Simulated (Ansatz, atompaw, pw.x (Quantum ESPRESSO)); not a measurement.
**iridium (Ir): does the PAW (atompaw) potential hold in the solid?**

atompaw 4.2.0.5 input, output lines left out:

```
Ir 77
GGA-PBE scalarrelativistic loggrid 2001 logderivrange -2 5 176
6 6 5 4 0 0
6 0 1
6 1 0
5 2 8
0 0 0
c
c
c
c
c
v
c
c
c
c
v
c
c
v
c
2
2.85 2.55 2.65 2.45
y
0.45
n
y
0.75
n
y
1.1
n
custom rrkj vanderbiltortho besselshape
3 1 troulliermartins
2.85
2.85
2.85
2.70
2.40
2.40
```

Atomic tests: cutoffs needed: 18 Ry and 30 Ry (the cutoffs (Ry, on a coarse ladder) from which the occupation-weighted sum of valence levels, in a spherical-Bessel basis at the reference potential, stays within 10 and 1 mRy of its value at 400 Ry); ghost test: no extra level below or beside the all-electron valence levels (s, p, d, f tested) (spherical-Bessel basis up to 400 Ry, 20 bohr box); lowest eigenvalue of the overlap operator: 0.22 (d channel).

Crystal test: sc Ir in pw.x 7.5, no spin, 13³ k-points, Fermi–Dirac smearing 0.01 Ry, cutoffs 40/400 Ry. The reference is all-electron LAPW (Ansatz 0.2.0) with the same functional, mesh and smearing; V0 and B0 come from Birch–Murnaghan fits to the pressures at five volumes. Errors are pseudo minus all-electron; Δ is the rms difference of the E(V) curves that follow from these fits, minima aligned, over ±6 % about the mean V0. Mesh and smearing are coarse, so the numbers serve the comparison and aren't converged zero-temperature values; the lattice is a test structure that the element need not adopt.

```
V (Å³/atom)  P all-electron (GPa)  P pseudo (GPa)
     16.105                 15.75           14.08
     16.529                  7.96            6.35
     16.953                  1.24           -0.29
     17.377                 -4.54           -5.98
     17.801                 -9.51          -10.86
```

All-electron: a0 = 2.573 Å (V0 = 17.04 Å³/atom), B0 = 242.7 GPa.

Pseudopotential: mean pressure error (GPa): -1.52; a0 (Å): 2.568; a0 error (%): -0.21; B0 error (%): +1.8; Δ (meV/atom): 5.6. The largest radius (2.85 bohr) exceeds half the bond length (2.43 bohr), so the spheres overlap, which is one possible source of error among others. The logarithmic derivative shows an extra or strongly shifted pseudo pole above the reference energy (s near 0.82 Ry).

Q: At the middle volume, how do free energy and pressure move when the wave cutoff is lowered (ecutrho held at 400 Ry)?

A:

```csv
cutoff (Ry),shift of F (meV/atom),shift of P (GPa)
18,+218.3,-0.83
24,+58.3,-1.62
32,+3.5,+0.15
```

The run at the middle volume (84 k-points, 9 iterations) took about 7.9 s on one core of a shared host (Intel(R) Xeon(R) 6975P-C, 192 threads, 744 GiB, load 117).
